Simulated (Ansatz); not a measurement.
Structure search for MnSi

Level of theory: DFT PBE, scalar-relativistic, plane waves, PAW (Ansatz 0.2.0). Settings: cutoff 420 eV, Γ-centred meshes spaced at most about 0.3 Å⁻¹, and about 0.25 Å⁻¹ or finer for metals (2π included), Gaussian smearing. Spin is collinear in cells that carry moments; the others ran without spin or lost their moments.

Formation energies are uncorrected and refer to the elements' standard structures at the same level.

All energies are static (0 K, no zero-point motion). Only the structures computed here compete, so a lower one can exist. A magnetic state wasn't ruled out in cells without spin, among them P2_13 at 11.4 Å³/atom. Another magnetic order may lie lower.

Invented guesses and database cells were relaxed alike, and ends that match in structure, energy and magnetic state were merged. ΔE counts from the first row. Coordination counts Si atoms around Mn (those within 1.25 times the shortest such distance or 1.15 times the sum of covalent radii). The ends were matched against large subsets of the Crystallography Open Database and the Materials Project, so a missing match doesn't prove that a structure is unreported.

```tsv
#	reached from	type and space group	atoms	Å³/atom	coordination	ΔE (meV/atom)	gap on mesh (eV)	moments	in databases
1	a cell as deposited in COD	FeSi (B20), P2_13 (No. 198)	8	11.5	Mn 7	0	0.00	parallel, 1.0 μB	COD
2	a Materials Project cell	FeSi (B20), P2_13 (No. 198)	8	11.4	Mn 7	29	0.00	none	Materials Project
3	random cell	anti-nickel arsenide, P6_3/mmc (No. 194)	4	14.3	Mn 6	491	0.00	parallel, 2.6 μB	no match
4	TePb type (Fm-3m)	rock salt, Fm-3m (No. 225)	2	14.2	Mn 6	610	0.00	parallel, 2.5 μB	no match
```

The lowest: Space group P2_13 (No. 198), cubic, a = 4.518 Å. Around Mn lie 4 Si at 2.28–2.37 Å, 3 Si at 2.53 Å and 6 Mn at 2.77 Å; Si has 4 Mn at 2.28–2.37 Å, 3 Mn at 2.53 Å and 6 Si at 2.79 Å. Its energy over the elements is −0.45 eV/atom. It is a structure that the Crystallography Open Database (COD) lists.

```
Mn Si
1.0
     4.51757    0.00000    0.00000
     0.00000    4.51757    0.00000
     0.00000    0.00000    4.51757
Mn Si
4 4
Direct
  0.13644 0.13644 0.13644
  0.36356 0.86356 0.63644
  0.63644 0.36356 0.86356
  0.86356 0.63644 0.36356
  0.84529 0.84529 0.84529
  0.65471 0.15471 0.34529
  0.34529 0.65471 0.15471
  0.15471 0.34529 0.65471
```

The second: Space group P2_13 (No. 198), cubic, a = 4.498 Å. Around Mn lie 4 Si at 2.27–2.37 Å, 3 Si at 2.51 Å and 6 Mn at 2.76 Å; Si is surrounded by 4 Mn at 2.27–2.37 Å, 3 Mn at 2.51 Å and 6 Si at 2.78 Å. Counting Si atoms around Mn, the first and the second both have Mn 7. The first is the arrangement of the second with parallel moments up to 1.0 μB. Shaken at random and relaxed again, row 1 came back. Cells without such a test can be saddle points. Some structure types and database cells were kept out of the candidates from the start, so a known form may be missing.

The two lowest rows are one B20 framework in two spin treatments, so the 29 meV/atom between them measures the gain from spin polarisation, not a structural preference. Metallic magnetism fits the electron count: isostructural FeSi has a narrow gap, and MnSi, with one electron fewer per formula unit, places the Fermi level in the Mn 3d-derived states below it, where a high density of states favours exchange splitting.

The six-coordinate alternatives lie at least 491 meV/atom higher. Their open packing probably weakens Mn 3d–Si 3p hybridisation and narrows the d bands, which would explain moments of 2.5–2.6 μB against 1.0 μB in B20. The larger exchange gain evidently doesn't repay the lost bonding.

The B20 moment is well above the small ordered moment measured for MnSi, a weak itinerant magnet, most likely because a static semilocal functional misses the spin fluctuations that reduce it. The parallel order can stand only for the local alignment within the long-pitch helix known experimentally, which arises from spin-orbit coupling in this chiral lattice.
